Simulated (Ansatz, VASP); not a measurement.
# CdSe (Cadmoselite): VASP beside Ansatz, part 2 of 2

Aim: how closely do two programs agree when they are given the same cell, functional and k mesh?

VASP 6.6.1 and Ansatz 0.2.0.

So far. Step 3 (VASP: band structure, PBE): Spin-orbit coupling is off here; it would split degenerate levels, and it lifts a valence top of Se p states by about 0.1 eV. At this level the cell is under a pressure of 3.0 GPa, so at these settings it is away from equilibrium.

The database entry behind the starting cell differs from later determinations by our own check (inner coordinate of an old entry), so it need not match the best structure at ambient conditions.

## (5) VASP: band structure, r2SCAN

Level of this step: r2SCAN; plane waves and PAW (Cd, Se) (VASP).

The same path points are solved in both programs, so levels can be compared one by one.

The input, INCAR:

```
SYSTEM = CdSe
PREC = Accurate
ENCUT = 400
EDIFF = 1E-06
NELM = 100
ISMEAR = 0
SIGMA = 0.02
LREAL = .FALSE.
ALGO = Normal
METAGGA = R2SCAN
LASPH = .TRUE.
NBANDS = 32
LORBIT = 11
LWAVE = .FALSE.
LCHARG = .FALSE.
KPAR = 4
NCORE = 2
```

The input, POSCAR:

```
CdSe
1.0
    4.3000000000      0.0000000000      0.0000000000
   -2.1500000000      3.7239092363      0.0000000000
    0.0000000000      0.0000000000      7.0200000000
Cd Se
2 2
Direct
    0.3333333333      0.6666666667      0.0000000000
    0.6666666667      0.3333333333      0.5000000000
    0.3333333333      0.6666666667      0.3850000000
    0.6666666667      0.3333333333      0.8850000000
```

The input, KPOINTS:

```
Automatic mesh
0
Gamma
4 4 2
0 0 0
```

The input, KPOINTS_OPT:

```
Line mode
16
Line-mode
Reciprocal
  0.00000000   0.00000000   0.00000000 GAMMA
  0.50000000   0.00000000   0.00000000 M

  0.50000000   0.00000000   0.00000000 M
  0.33333333   0.33333333   0.00000000 K

  0.33333333   0.33333333   0.00000000 K
  0.00000000   0.00000000   0.00000000 GAMMA

  0.00000000   0.00000000   0.00000000 GAMMA
  0.00000000   0.00000000   0.50000000 A

  0.00000000   0.00000000   0.50000000 A
  0.50000000   0.00000000   0.50000000 L

  0.50000000   0.00000000   0.50000000 L
  0.33333333   0.33333333   0.50000000 H

  0.33333333   0.33333333   0.50000000 H
  0.00000000   0.00000000   0.50000000 A

  0.50000000   0.00000000   0.50000000 L
  0.50000000   0.00000000   0.00000000 M

  0.33333333   0.33333333   0.00000000 K
  0.33333333   0.33333333   0.50000000 H
```

PAW data sets: Cd and Se (PBE family, release 64).

Run with:

```console
$ mpirun -np 8 vasp_std
```

Numbers of over 12 decimals in the logs are rounded to 6 here.

Log:

```text
[banner, memory and clock lines left out]
running    8 mpi-ranks, on    1 nodes
[...]
|                                                                             |
|               ----> ADVICE to this user running VASP <----                  |
|                                                                             |
|     You enforced a specific xc type in the INCAR file but a different       |
|     [... a line on the potential file left out ...]
|     I HOPE YOU KNOW WHAT YOU ARE DOING!                                     |
|                                                                             |

 LDA part: xc-table for (None), standard interpolation
 POSCAR, INCAR and KPOINTS ok, starting setup
[...]
entering main loop
       N       E                     dE             d eps       ncg     rms          rms(c)
DAV:   1     0.151898050834E+03    0.15190E+03   -0.15108E+04   512   0.857E+02
DAV:   2    -0.707901344115E+02   -0.22269E+03   -0.21343E+03   592   0.251E+02
[...]
DAV:  14    -0.717428215729E+02   -0.11241E-05   -0.24973E-06   560   0.118E-02    0.520E-03
DAV:  15    -0.717428212827E+02    0.29021E-06   -0.11095E-07   296   0.223E-03
   1 F= -.71742821E+02 E0= -.71742821E+02  d E =-.514593E-12
 Start KPOINTS_OPT (optional k-point list driver)
k-point batch [1-8\144]
       N       E                     dE             ncg
DAV:   1     0.223420400490E+03   -0.10258E+04      520
DAV:   2    -0.152395121328E+04   -0.17474E+04      592
DAV:   3    -0.160941116368E+04   -0.85460E+02      584
DAV:   4    -0.160991083111E+04   -0.49967E+00      576
DAV:   5    -0.160991427178E+04   -0.34407E-02      608
DAV:   6    -0.160991432618E+04   -0.54408E-04      576
DAV:   7    -0.160991432740E+04   -0.12180E-05      536
DAV:   8    -0.160991432745E+04   -0.47956E-07      376
[...]
k-point batch [137-144\144]
       N       E                     dE             ncg
DAV:   1     0.424055853994E+02   -0.82040E+04      512
DAV:   2    -0.163419894871E+04   -0.16766E+04      592
DAV:   3    -0.170737567858E+04   -0.73177E+02      616
DAV:   4    -0.170774445203E+04   -0.36877E+00      584
DAV:   5    -0.170774704761E+04   -0.25956E-02      624
DAV:   6    -0.170774708391E+04   -0.36308E-04      616
DAV:   7    -0.170774708454E+04   -0.62452E-06      560
```

From OUTCAR (step 5):

```text
  Total        1.6197728      1.6197728     -0.0499938      0.0000000      0.0000000      0.0000000
  in kB       23.0866034     23.0866034     -0.7125612      0.0000000      0.0000000      0.0000000
  external PRESSURE =      15.1535485 kB  Pullay stress =       0.0000000 kB

 POSITION                                       TOTAL-FORCE (eV/Angst)
 -----------------------------------------------------------------------------------
     -0.00000      2.48261      0.00000        -0.000000      0.000000      0.301784
      2.15000      1.24130      3.51000        -0.000000     -0.000000      0.301784
     -0.00000      2.48261      2.70270         0.000000     -0.000000     -0.301784
      2.15000      1.24130      6.21270         0.000000     -0.000000     -0.301784
 -----------------------------------------------------------------------------------
    total drift:                               -0.000000      0.000000      0.007301

  FREE ENERGIE OF THE ION-ELECTRON SYSTEM (eV)
  ---------------------------------------------------
  free  energy   TOTEN  =       -71.7428212827 eV

  energy  without entropy=      -71.7428212827  energy(sigma->0) =      -71.74282128

[... 2 parts as in an earlier step ...]

[... 1 further part left out ...]
[key lines of the parts left out:]
E-fermi :   0.7429
```

The run ends at a pressure of 1.52 GPa, with forces up to 0.30 eV/Å.

## (6) Ansatz: band structure, r2SCAN

The same cell, functional, mesh and smearing now go to Ansatz, which takes its cutoff from its data sets.

The input, input.yaml:

```yaml
crystal:
  lattice:
    - [4.3, 0.0, 0.0]
    - [-2.15, 3.7239092363, 0.0]
    - [0.0, 0.0, 7.02]
  atoms:
    - { symbol: Cd, position: [0.3333333333, 0.6666666667, 0.0] }
    - { symbol: Cd, position: [0.6666666667, 0.3333333333, 0.5] }
    - { symbol: Se, position: [0.3333333333, 0.6666666667, 0.385] }
    - { symbol: Se, position: [0.6666666667, 0.3333333333, 0.885] }
hamiltonian:
  xc: r2scan
  pseudopotentials: { kind: paw }
kpoints:
  mp_grid: { grid: [4, 4, 2] }
  band_path:
    path:
      - [0.0, 0.0, 0.0]
      - [0.13333, 0.0, 0.0]
      - [0.3, 0.0, 0.0]
      - [0.46667, 0.0, 0.0]
      - [0.46667, 0.06667, 0.0]
      - [0.41111, 0.17778, 0.0]
      - [0.35556, 0.28889, 0.0]
      - [0.28889, 0.28889, 0.0]
      - [0.17778, 0.17778, 0.0]
      - [0.06667, 0.06667, 0.0]
      - [0.0, 0.0, 0.03333]
      - [0.0, 0.0, 0.2]
      - [0.0, 0.0, 0.36667]
      - [0.0, 0.0, 0.5]
      - [0.16667, 0.0, 0.5]
      - [0.3, 0.0, 0.5]
      - [0.46667, 0.0, 0.5]
      - [0.46667, 0.06667, 0.5]
      - [0.41111, 0.17778, 0.5]
      - [0.35556, 0.28889, 0.5]
      - [0.28889, 0.28889, 0.5]
      - [0.17778, 0.17778, 0.5]
      - [0.06667, 0.06667, 0.5]
      - [0.5, 0.0, 0.46667]
      - [0.5, 0.0, 0.3]
      - [0.5, 0.0, 0.13333]
      - [0.33333, 0.33333, 0.0]
      - [0.33333, 0.33333, 0.16667]
      - [0.33333, 0.33333, 0.33333]
      - [0.33333, 0.33333, 0.5]
    npoints: 1
scf:
  occupations: { method: gaussian, width: 0.02 }
  n_extra_bands: 8
output:
  forces: true
  stress: true
  eigenvalues: true
```

Run with:

```console
$ ansatz run input.yaml --threads 2 --pin off --max-ram 4608MiB --backend cpu --events-out ev --progress --plain --runs-dir out
```

Log:

```text
[...]
Crystal: 4 atoms, lattice volume = 112.410 Å³
Basis set: ecut = 500 eV, 2863 PW (Γ), exchange–correlation on 128×128×216 points (64 copies of the dense FFT grid, shifted against one another)
Bands: 44, of which v1, the nominal top of the filled ones, is band 36 counted from 1 (35 counted from 0)
Symmetry: 12 space group operations
[...]
k-points: 8 of 32
[...]
k-point 0: bands = [... 32 lower, 6.4694, 7.1788, 7.1917, 7.1917, 8.3831, 9.7844, 13.5974, 13.5974, ... 4 higher]
  k-point 1: bands = [... 32 lower, 6.8169, 6.8169, 6.8169, 6.8169, 9.9961, 9.9961, 13.4702, 13.4702, ... 4 higher]
  k-point 2: bands = [... 32 lower, 5.0657, 5.8328, 6.7417, 6.7603, 10.2610, 11.0747, 12.7998, 13.5462, ... 4 higher]
  k-point 7: bands = [... 32 lower, 5.0741, 5.0741, 6.0352, 6.0352, 11.4124, 11.4124, 13.1560, 13.1560, ... 4 higher]
[key lines of the parts left out:]
SCF converged after 7 iterations
Free energy (F): -27495.595381 eV
Fermi energy:    7.787538 eV
P = ⅓ Tr σ = 1.6352 GPa (16.352 kbar)
```

Wall time 4.7 s (2 threads of Intel Xeon 6975P-C (Granite Rapids), shared host); peak memory 0.62 GiB; 8.9 s of CPU time.

## (7) Comparison

What differs besides the data sets and the points named for the pairs above, as far as they apply: VASP keeps PBE cores, Ansatz makes them for the functional; the cutoff is 500 eV in Ansatz and 400 eV in VASP. Total energies have different zeros and are not compared.

Compared:

```
                     quantity  Ansatz   VASP  difference
               pressure (GPa)    1.64   1.52       +0.12
gap over the path points (eV)   1.191  1.180      +0.011
```

Forces (eV/Å; atoms numbered as in POSCAR):

| atom | Ansatz x, y, z | VASP x, y, z |
| --- | --- | --- |
| Cd1 | 0.000, 0.000, 0.293 | 0.000, 0.000, 0.302 |
| Cd2 | 0.000, 0.000, 0.293 | 0.000, 0.000, 0.302 |
| Se3 | 0.000, 0.000, -0.293 | 0.000, 0.000, -0.302 |
| Se4 | 0.000, 0.000, -0.293 | 0.000, 0.000, -0.302 |

Levels at points of the path, from each program's valence-band top (eV; 4 filled, then empty):

| k (reciprocal lattice) | Ansatz | VASP |
| --- | --- | --- |
| 0.000 0.000 0.000 | -0.72 -0.01 0.00 0.00 1.19 2.59 6.41 | -0.73 -0.01 0.00 0.00 1.18 2.58 6.38 |
| 0.133 0.000 0.000 | -1.01 -0.95 -0.14 -0.13 2.14 3.32 5.86 | -1.02 -0.96 -0.14 -0.13 2.14 3.31 5.84 |
| 0.300 0.000 0.000 | -2.50 -1.53 -0.64 -0.56 3.34 3.87 5.55 | -2.51 -1.54 -0.64 -0.56 3.34 3.86 5.55 |
| 0.467 0.000 0.000 | -2.61 -1.87 -1.22 -0.83 3.69 3.70 5.14 | -2.62 -1.88 -1.23 -0.84 3.68 3.69 5.13 |
| 0.467 0.067 0.000 | -2.58 -1.97 -1.27 -0.95 3.84 3.87 5.10 | -2.60 -1.98 -1.28 -0.95 3.84 3.86 5.09 |
| 0.411 0.178 0.000 | -2.72 -2.17 -1.45 -1.37 4.47 4.77 4.95 | -2.73 -2.18 -1.46 -1.38 4.47 4.76 4.94 |
| 0.356 0.289 0.000 | -3.08 -1.95 -1.78 -1.67 4.67 5.15 5.35 | -3.09 -1.96 -1.79 -1.67 4.66 5.16 5.35 |
| 0.289 0.289 0.000 | -2.95 -2.13 -1.69 -1.49 4.75 4.96 5.38 | -2.96 -2.14 -1.70 -1.49 4.74 4.96 5.38 |
| 0.178 0.178 0.000 | -2.57 -1.82 -0.85 -0.64 3.68 4.67 5.58 | -2.58 -1.83 -0.86 -0.64 3.68 4.66 5.57 |
| 0.067 0.067 0.000 | -0.98 -0.76 -0.12 -0.10 1.98 3.18 5.95 | -0.99 -0.77 -0.12 -0.10 1.98 3.17 5.94 |

The forces differ by 5.2 meV/Å r.m.s., which is 3.0 % of the r.m.s. force of 0.17 eV/Å (both taken over all components). Among the levels compared at these points, filled levels agree within 14 meV and empty ones within 22 meV. Ansatz's pressure holds a Pulay correction of 0.04 GPa; VASP's holds none.

## (8) Ansatz: band structure, PBE, spin-orbit coupling

Levels along a path test the potential and the projectors away from the mesh points.

Edit input.yaml of step 6 so:

```diff
@@ -11,6 +11,9 @@
 hamiltonian:
-  xc: r2scan
-  pseudopotentials: { kind: paw }
+  xc: pbe
+  pseudopotentials: { kind: paw_fr }
+magnetization:
+  noncollinear: true
+  spin_orbit: true
 kpoints:
-  mp_grid: { grid: [4, 4, 2] }
+  mp_grid: { grid: [4, 4, 3] }
   band_path:
@@ -50,3 +53,3 @@
   occupations: { method: gaussian, width: 0.02 }
-  n_extra_bands: 8
+  n_extra_bands: 16
 output:
```

Log:

```text
[...]
non-collinear run that drives no moment, with spin-orbit: no starting moment large enough to seed its density (crystal.atoms[].spin), no starting occupations that ask for one, no magnetisation constraint and no magnetic field, so the semilocal B_xc is pinned to zero
Crystal: 4 atoms, lattice volume = 112.410 Å³
[...]
k-point 1: bands = [... 68 lower, 7.1855, 7.1855, 7.4189, 7.4189, 9.5324, 9.5324, 9.7700, 9.7700, ... 12 higher]
  k-point 2: bands = [... 68 lower, 6.9404, 6.9504, 7.1503, 7.1757, 10.1007, 10.1129, 10.9126, 10.9453, ... 12 higher]
  k-point 7: bands = [... 68 lower, 5.8627, 5.8997, 6.5489, 6.5581, 11.0937, 11.1141, 11.7050, 11.7594, ... 12 higher]
[key lines of the parts left out:]
SCF converged after 9 iterations
Magnetization: |M| = 0.0000 μB,  M = (+0.0000, +0.0000, +0.0000) μB
Free energy (F): -27455.167455 eV
Fermi energy:    7.899942 eV
P = ⅓ Tr σ = 3.0817 GPa (30.817 kbar)
```

It took 15 s on 2 threads; peak memory 0.82 GiB; 29 s of CPU time.

## (9) VASP: band structure, PBE, spin-orbit coupling

The same cell, functional, mesh and smearing now go to VASP, with its own data sets and cutoff.

Edit INCAR of step 5 so:

```diff
@@ -9,5 +9,9 @@
 ALGO = Normal
-METAGGA = R2SCAN
+GGA = PE
+LNONCOLLINEAR = .TRUE.
+MAGMOM = 0 0 0 0 0 0 0 0 0 0 0 0
+NBANDS = 48
+GGA_COMPAT = .FALSE.
 LASPH = .TRUE.
-NBANDS = 32
+LSORBIT = .TRUE.
 LORBIT = 11
```

POSCAR is that of step 5.

The input, KPOINTS:

```
Automatic mesh
0
Gamma
4 4 3
0 0 0
```

KPOINTS_OPT is that of step 5.

Run with:

```console
$ mpirun -np 8 vasp_ncl
```

Log:

```text
[... set-up lines as in an earlier step ...]
 entering main loop
       N       E                     dE             d eps       ncg     rms          rms(c)
DAV:   1     0.216103105719E+03    0.21610E+03   -0.14858E+04  1176   0.110E+03
DAV:   2     0.115313841772E+01   -0.21495E+03   -0.20864E+03  1288   0.306E+02
DAV:   3    -0.115903652940E+02   -0.12744E+02   -0.12672E+02  1352   0.736E+01
DAV:   4    -0.117160392147E+02   -0.12567E+00   -0.12558E+00  1272   0.688E+00
[...]
DAV:  13    -0.109440189290E+02    0.67285E-05   -0.21727E-05  1272   0.366E-02    0.620E-03
DAV:  14    -0.109440200334E+02   -0.11043E-05   -0.56605E-06  1248   0.147E-02    0.362E-03
DAV:  15    -0.109440200572E+02   -0.23799E-07   -0.19841E-07   896   0.404E-03
   1 F= -.10944020E+02 E0= -.10944020E+02  d E =-.594789E-22  mag=    -0.0000    -0.0000     0.0000
 Start KPOINTS_OPT (optional k-point list driver)
k-point batch [1-12\144]
       N       E                     dE             ncg
DAV:   1     0.536304534937E+03   -0.20802E+04     1152
DAV:   2    -0.209530961399E+04   -0.26316E+04     1320
DAV:   3    -0.224369522852E+04   -0.14839E+03     1384
DAV:   4    -0.224523864034E+04   -0.15434E+01     1320
DAV:   5    -0.224525752469E+04   -0.18884E-01     1336
DAV:   6    -0.224525796633E+04   -0.44164E-03     1344
DAV:   7    -0.224525797822E+04   -0.11889E-04     1152
DAV:   8    -0.224525797868E+04   -0.45708E-06      936
[...]
k-point batch [133-144\144]
       N       E                     dE             ncg
DAV:   1     0.307194383398E+03   -0.11598E+05     1152
DAV:   2    -0.222794499533E+04   -0.25351E+04     1272
DAV:   3    -0.236273716378E+04   -0.13479E+03     1400
DAV:   4    -0.236392521620E+04   -0.11881E+01     1256
DAV:   5    -0.236393351163E+04   -0.82954E-02     1304
DAV:   6    -0.236393360585E+04   -0.94217E-04     1272
DAV:   7    -0.236393360752E+04   -0.16749E-05     1080
DAV:   8    -0.236393360757E+04   -0.49449E-07      856
```

Parts of OUTCAR (step 9):

```text
  Total        2.6871806      2.6871806      1.0337586      0.0000000      0.0000000      0.0000000
  in kB       38.3003535     38.3003535     14.7341487      0.0000000      0.0000000      0.0000000
  external PRESSURE =      30.4449519 kB  Pullay stress =       0.0000000 kB

 POSITION                                       TOTAL-FORCE (eV/Angst)
 -----------------------------------------------------------------------------------
     -0.00000      2.48261      0.00000         0.000000     -0.000000      0.305292
      2.15000      1.24130      3.51000         0.000000      0.000000      0.305292
     -0.00000      2.48261      2.70270         0.000000     -0.000000     -0.305292
      2.15000      1.24130      6.21270        -0.000000      0.000000     -0.305292
 -----------------------------------------------------------------------------------
    total drift:                               -0.000000      0.000000      0.000159

  FREE ENERGIE OF THE ION-ELECTRON SYSTEM (eV)
  ---------------------------------------------------
  free  energy   TOTEN  =       -10.9440200572 eV

  energy  without entropy=      -10.9440200572  energy(sigma->0) =      -10.94402006

 magnetization (x)
# of ion       s       p       d       tot
------------------------------------------
    1        0.000   0.000   0.000   0.000
    2        0.000   0.000  -0.000  -0.000
    3       -0.000   0.000   0.000  -0.000
    4        0.000   0.000  -0.000   0.000
--------------------------------------------------
tot          0.000   0.000  -0.000   0.000

 magnetization (y)
# of ion       s       p       d       tot
------------------------------------------
    1        0.000   0.000   0.000   0.000
    2        0.000   0.000   0.000   0.000
    3        0.000   0.000   0.000   0.000
    4        0.000   0.000   0.000   0.000
--------------------------------------------------
tot          0.000   0.000   0.000   0.000

 magnetization (z)
# of ion       s       p       d       tot
------------------------------------------
    1       -0.000  -0.000  -0.000  -0.000
    2       -0.000  -0.000   0.000  -0.000
    3        0.000  -0.000   0.000  -0.000
    4        0.000  -0.000   0.000  -0.000
--------------------------------------------------
tot         -0.000  -0.000   0.000  -0.000

[... 1 part as in an earlier step ...]

[... 2 further parts left out ...]
[key lines of the parts left out:]
E-fermi :   1.2000
```

The run ends at a pressure of 3.04 GPa, with forces up to 0.31 eV/Å.

## (10) Comparison

What differs besides the data sets and the points named for the pairs above, as far as they apply: spin-orbit coupling enters by fully relativistic files in Ansatz and inside the spheres in VASP; the data sets hold 72 valence electrons in Ansatz (fully relativistic PAW (standard-fr) files) and 36 in VASP. Total energies have different zeros and are not compared.

Compared:

```
                     quantity  Ansatz   VASP  difference
               pressure (GPa)    3.08   3.04       +0.04
gap over the path points (eV)   0.579  0.577      +0.002
```

Forces (eV/Å; atoms numbered as in POSCAR):

```csv
atom,"Ansatz x, y, z","VASP x, y, z"
Cd1,"0.000, 0.000, 0.295","0.000, 0.000, 0.305"
Cd2,"0.000, 0.000, 0.295","0.000, 0.000, 0.305"
Se3,"0.000, 0.000, -0.295","0.000, 0.000, -0.305"
Se4,"0.000, 0.000, -0.295","0.000, 0.000, -0.305"
```

Levels at points of the path, from each program's valence-band top (eV; 8 filled, then empty):

```csv
k (reciprocal lattice),Ansatz,VASP
0.000 0.000 0.000,-0.72 -0.72 -0.36 -0.36 -0.01 -0.01 0.00 0.00 0.58 0.58 1.99 1.99 5.54 5.54,-0.72 -0.72 -0.36 -0.36 0.00 0.00 0.00 0.00 0.58 0.58 1.99 1.99 5.54 5.54
0.133 0.000 0.000,-1.24 -1.24 -1.05 -1.04 -0.37 -0.35 -0.15 -0.13 1.60 1.62 2.72 2.75 5.23 5.26,-1.24 -1.24 -1.05 -1.04 -0.37 -0.35 -0.15 -0.13 1.61 1.63 2.72 2.74 5.23 5.26
0.300 0.000 0.000,-2.68 -2.59 -1.63 -1.63 -0.83 -0.82 -0.61 -0.59 2.75 2.76 3.32 3.34 5.02 5.06,-2.68 -2.60 -1.63 -1.63 -0.83 -0.82 -0.61 -0.59 2.75 2.76 3.31 3.33 5.03 5.07
0.467 0.000 0.000,-2.72 -2.69 -1.97 -1.97 -1.36 -1.36 -0.92 -0.92 3.08 3.09 3.20 3.21 4.69 4.69,-2.72 -2.70 -1.97 -1.97 -1.36 -1.36 -0.92 -0.92 3.08 3.09 3.19 3.20 4.69 4.69
0.467 0.067 0.000,-2.71 -2.66 -2.08 -2.05 -1.43 -1.39 -1.04 -1.02 3.23 3.25 3.38 3.38 4.65 4.67,-2.71 -2.66 -2.09 -2.05 -1.43 -1.40 -1.04 -1.02 3.23 3.25 3.37 3.37 4.64 4.67
0.411 0.178 0.000,-2.86 -2.76 -2.31 -2.22 -1.66 -1.56 -1.46 -1.38 3.85 3.90 4.21 4.26 4.51 4.53,-2.86 -2.76 -2.31 -2.23 -1.66 -1.56 -1.47 -1.39 3.86 3.91 4.21 4.25 4.50 4.52
0.356 0.289 0.000,-3.16 -3.13 -2.08 -2.05 -1.92 -1.87 -1.74 -1.71 4.27 4.28 4.45 4.58 4.74 4.79,-3.17 -3.14 -2.08 -2.06 -1.92 -1.88 -1.74 -1.72 4.26 4.27 4.46 4.58 4.75 4.80
0.289 0.289 0.000,-3.05 -3.02 -2.24 -2.23 -1.82 -1.80 -1.56 -1.56 4.28 4.34 4.35 4.38 4.76 4.82,-3.05 -3.02 -2.25 -2.23 -1.82 -1.80 -1.57 -1.56 4.29 4.33 4.35 4.39 4.77 4.83
0.178 0.178 0.000,-2.70 -2.62 -1.94 -1.92 -1.01 -1.00 -0.73 -0.70 3.08 3.09 4.04 4.11 5.04 5.08,-2.71 -2.63 -1.94 -1.93 -1.01 -1.00 -0.73 -0.70 3.09 3.10 4.04 4.11 5.04 5.08
0.067 0.067 0.000,-1.15 -1.15 -0.93 -0.92 -0.35 -0.32 -0.12 -0.10 1.45 1.47 2.59 2.61 5.30 5.34,-1.15 -1.15 -0.93 -0.92 -0.34 -0.32 -0.12 -0.10 1.45 1.47 2.58 2.61 5.30 5.33
```

The forces differ by 5.8 meV/Å r.m.s., which is 3.3 % of the r.m.s. force of 0.18 eV/Å (both taken over all components). Among the levels compared at these points, filled levels agree within 7 meV and empty ones within 12 meV. Ansatz's pressure holds a Pulay correction of 0.03 GPa; VASP's holds none.

## (11) Results

| Item | Value |
| --- | --- |
| difference in gap over the path points (band structure, PBE) | 0.0024 eV |
| difference in gap over the path points (band structure, r2SCAN) | 0.011 eV |
| difference in gap over the path points (band structure, PBE, spin-orbit coupling) | 0.0018 eV |

In words: The difference in gap over the path points is 0.011 eV (band structure, r2SCAN), within the 0.08 eV picked in this series as the mark of a large difference. 1 further run of this series is not shown here. How closely two codes agree says nothing of how well the functional describes the real material.

[Lines on the potential files, build, host, timing and source positions are cut from VASP's logs without a mark.]

[Logs are printed without paths, hosts, clocks, repeated set-up lines and the standing remarks that a program may print on its own settings, such as how far it seeks lower states.]

[Hosts, paths, dates, database ids (printed as entryN), source tags and the programs' standing remarks are cut or masked in the printed files.]
